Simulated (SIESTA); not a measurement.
## A self-consistent single point of a (001) slab of NaBr (cut from a parent of space group no. 225; 8 atoms in the cell) with SIESTA

Computed with GGA PBE, numerical atomic orbitals TZP, PseudoDojo PBE standard norm-conserving potentials (rewritten from UPF to PSML) run with SIESTA.

The input file:

```
# files in the folder: Br.psml Na.psml (PseudoDojo PBE standard)
SystemName  NaBr
SystemLabel siesta

NumberOfAtoms                8
NumberOfSpecies              2
%block ChemicalSpeciesLabel
  1 35 Br
  2 11 Na
%endblock ChemicalSpeciesLabel
LatticeConstant              1.0 Ang
%block LatticeVectors
     4.200320000    0.000000000    0.000000000
    -4.200320000    4.200320000    0.000000000
     0.000000000    0.000000000   22.910189000
%endblock LatticeVectors
AtomicCoordinatesFormat      Ang
%block AtomicCoordinatesAndAtomicSpecies
    -2.100160000    2.100160000    9.969987318  1
     0.000000000    0.000000000    7.000002057  1
    -2.100160000    2.100160000   15.910186943  1
     0.000000000    0.000000000   12.940087131  1
     0.000000000    0.000000000    9.969987318  2
    -2.100160000    2.100160000    7.000002057  2
     0.000000000    0.000000000   15.910186943  2
    -2.100160000    2.100160000   12.940087131  2
%endblock AtomicCoordinatesAndAtomicSpecies

XC.functional                GGA
XC.authors                   PBE
PAO.BasisSize                TZP
PAO.EnergyShift              0.01 Ry
MeshCutoff                   350 Ry
%block kgrid.MonkhorstPack
    4   0   0  0.0
    0   4   0  0.0
    0   0   1  0.0
%endblock kgrid.MonkhorstPack
OccupationFunction           FD
ElectronicTemperature        20.0 meV

MaxSCFIterations             150
SCF.Mixer.Method             Broyden
SCF.Mixer.Weight             0.25
SCF.Mixer.History            6
SCF.DM.Tolerance             1.0E-05
Diag.ParallelOverK           true
WriteForces                  true
Charge.Mulliken              end
```

Output, abridged:

```
reinit: Reading from file input.fdf

reinit: System Name: NaBr
reinit: System Label: siesta

coor:   Atomic-coordinates input format  =     Cartesian coordinates
coor:                                          (in Angstroms)

siesta: Atomic coordinates (Bohr) and species
siesta:     -3.96873   3.96873  18.84055  1        1
siesta:      0.00000   0.00000  13.22809  1        2
siesta:     -3.96873   3.96873  30.06590  1        3
siesta:      0.00000   0.00000  24.45322  1        4
siesta:      0.00000   0.00000  18.84055  2        5
siesta:     -3.96873   3.96873  13.22809  2        6
siesta:      0.00000   0.00000  30.06590  2        7
siesta:     -3.96873   3.96873  24.45322  2        8

siesta: System type = slab

initatomlists: Number of atoms, orbitals, and projectors:      8   108   104

siesta: ******************** Simulation parameters ****************************
redata: Spin configuration                          = none
redata: Time-Reversal Symmetry                      = T
redata: Number of Atomic Species                    =        2
redata: Mesh Cutoff                                 =   350.0000 Ry
redata: Net charge of the system                    =     0.0000 |e|
redata: Min. number of SCF Iter                     =        0
redata: Max. number of SCF Iter                     =      150
redata: SCF convergence failure will abort job
redata: SCF mix quantity                            = Hamiltonian
redata: Mix DM or H after convergence               =   F
redata: Recompute H after scf cycle                 =   F
redata: Mix DM in first SCF step                    =   T
redata: No kicks to SCF
redata: DM Mixing Weight for Kicks                  =     0.5000
redata: Require Harris convergence for SCF          =   F
redata: Harris energy tolerance for SCF             =     0.000100 eV
redata: Require DM convergence for SCF              =   T
   [... lines left out ...]
diag: Parallel distribution                         =     1 x     1
diag: Used triangular part                          = Lower
diag: Absolute tolerance                            =  0.100E-15
diag: Orthogonalization factor                      =  0.100E-05
diag: Memory factor                                 =  1.0000

superc: Internal auxiliary supercell:     5 x     5 x     1  =      25
superc: Number of atoms, orbitals, and projectors:    200   2700   2600

                        Single-point calculation

superc: Internal auxiliary supercell:     5 x     5 x     1  =      25
superc: Number of atoms, orbitals, and projectors:    200   2700   2600

outcell: Unit cell vectors (Ang):
        4.200320    0.000000    0.000000
       -4.200320    4.200320    0.000000
        0.000000    0.000000   22.910189

outcell: Cell vector modules (Ang)   :    4.200320    5.940150   22.910189
outcell: Cell angles (23,13,12) (deg):     90.0000     90.0000    135.0000
outcell: Cell volume (Ang**3)        :    404.1973
new_DM -- step:     1
Initializing Density Matrix...

Attempting to read DM from file... Failed...
DM filled with atomic data:

InitMesh: MESH = 48 x 54 x 300 = 777600
InitMesh: Mesh cutoff (required, used) =   350.000   366.567 Ry

stepf: Fermi-Dirac step function
        iscf     Eharris(eV)        E_KS(eV)     FreeEng(eV)     dDmax    Ef(eV) dHmax(eV)
   scf:    1    -6707.967005    -6696.532895    -6696.532895  0.832397 -4.491087  2.618721
   scf:    2    -6696.785901    -6696.667794    -6696.667794  0.088955 -4.907321  1.825135
   scf:    3    -6696.793669    -6696.737686    -6696.737686  0.100509 -5.522986  0.747064
   scf:    4    -6696.755240    -6696.747240    -6696.747240  0.047369 -2.741563  0.125809
   scf:    5    -6696.748278    -6696.747814    -6696.747814  0.009581 -2.814906  0.013304
   scf:    6    -6696.747880    -6696.747852    -6696.747852  0.001219 -2.823170  0.008549
   [... 4 lines left out ...]
   scf:   11    -6696.747862    -6696.747862    -6696.747862  0.000072 -2.822035  0.000310
   scf:   12    -6696.747862    -6696.747862    -6696.747862  0.000050 -2.821971  0.000183
   scf:   13    -6696.747862    -6696.747862    -6696.747862  0.000024 -2.821923  0.000113
   scf:   14    -6696.747862    -6696.747862    -6696.747862  0.000010 -2.821898  0.000082
   scf:   15    -6696.747862    -6696.747862    -6696.747862  0.000006 -2.821882  0.000058
SCF Convergence by DM+H criterion
max |DM_out - DM_in|         :     0.0000061701
max |H_out - H_in|      (eV) :     0.0000582910
SCF cycle converged after 15 iterations

Using DM_out to compute the final energy and forces

siesta: E_KS(eV) =            -6696.7479

siesta: E_KS - E_eggbox =     -6696.7479

siesta: Atomic forces (eV/Ang):
     1    0.000000   -0.000000   -0.008449
     2   -0.000000   -0.000000   -0.193003
     3    0.000000   -0.000000    0.192854
     4   -0.000000   -0.000000    0.008641
     5    0.000000   -0.000000   -0.022176
     6    0.000000   -0.000000    0.227621
     7    0.000000    0.000000   -0.227716
     8    0.000000   -0.000000    0.021861
   Tot    0.000000   -0.000000   -0.000367
   Max    0.227716
   Res    0.086416    sqrt( Sum f_i^2 / 3N )
   Max    0.227716    constrained

Stress tensor Voigt[x,y,z,yz,xz,xy] (kbar):        2.26        2.25       -0.87        0.00       -0.00        0.11
(Free)E + p*V (eV/cell)    -6697.0538
Target enthalpy (eV/cell)    -6696.7479

siesta: Program's energy decomposition (eV):
siesta: Ebs     =     -1440.477053
siesta: Eions   =      8744.702555
siesta: Ena     =      1191.705020
siesta: Ekin    =      3512.076500
siesta: Enl     =     -1370.648428
siesta: Eso     =         0.000000
siesta: Edftu   =         0.000000
siesta: DEna    =        32.073601
siesta: DUscf   =         0.817495
siesta: DUext   =         0.000000
siesta: Ex      =     -1233.347054
siesta: Ec      =       -84.722441
siesta: Exc     =     -1318.069495
siesta: Eharris =     -6696.747862
siesta: Etot    =     -6696.747862
siesta: FreeEng =     -6696.747862

siesta: Atomic forces (eV/Ang):
siesta:      1    0.000000   -0.000000   -0.008449
siesta:      2   -0.000000   -0.000000   -0.193003
siesta:      3    0.000000   -0.000000    0.192854
siesta:      4   -0.000000   -0.000000    0.008641
siesta:      5    0.000000   -0.000000   -0.022176
siesta:      6    0.000000   -0.000000    0.227621
siesta:      7    0.000000    0.000000   -0.227716
siesta:      8    0.000000   -0.000000    0.021861
siesta: ----------------------------------------
   [... lines left out ...]
siesta: Cell volume =        404.197319 Ang**3
siesta:          -1.21275096         -0.92370184  kBar
   [... lines left out ...]
             -0.187   0.412   0.331   0.412   0.002   0.001   0.002   0.001

              0.002
   4  6.833   1.510  -0.060   0.321   1.363   1.412   1.363  -0.169  -0.170
             -0.169   0.487   0.450   0.487   0.002   0.002   0.002   0.002

              0.001

Species: Na
Atom  Qatom  Qorb
               2s      3s      3s      3s      2py     2pz     2px     3py
               3pz     3px
   5  9.241   1.996   0.540  -0.281   0.218   2.015   2.013   2.015   0.233
              0.260   0.233
   6  8.978   1.999   0.381  -0.148   0.163   2.006   2.009   2.006   0.225
              0.113   0.225
   7  8.978   1.999   0.381  -0.148   0.163   2.006   2.009   2.006   0.225
              0.113   0.225
   8  9.241   1.996   0.540  -0.281   0.218   2.015   2.013   2.015   0.233
              0.260   0.233

mulliken: Qtot =       64.000

Mulliken Atomic Populations:
Atom #   charge [q] valence [e]  Species
     1     0.166834    6.833166  Br
     2     0.051772    6.948228  Br
     3     0.051765    6.948235  Br
     4     0.166836    6.833164  Br
     5    -0.240584    9.240584  Na
     6     0.021975    8.978025  Na
     7     0.021978    8.978022  Na
     8    -0.240576    9.240576  Na
 Total    -0.000000

siesta: Electric dipole (a.u.)  =    0.000000    0.000000    0.000004
siesta: Electric dipole (Debye) =    0.000000    0.000000    0.000009
```

The run converged in 15 iterations.

The starting cell has typed, rounded lattice constants, without a prior relaxation at this level. The slab is cut from that crystal, and its faces are unrelaxed. Its lattice was rescaled by up to half a per cent. Spin polarisation is off, though cut faces can carry moments; a gap of a slab can lie between surface states. Values carry the incompleteness of an atom-centred basis.

Cost on one core of a shared machine: roughly 30 s.
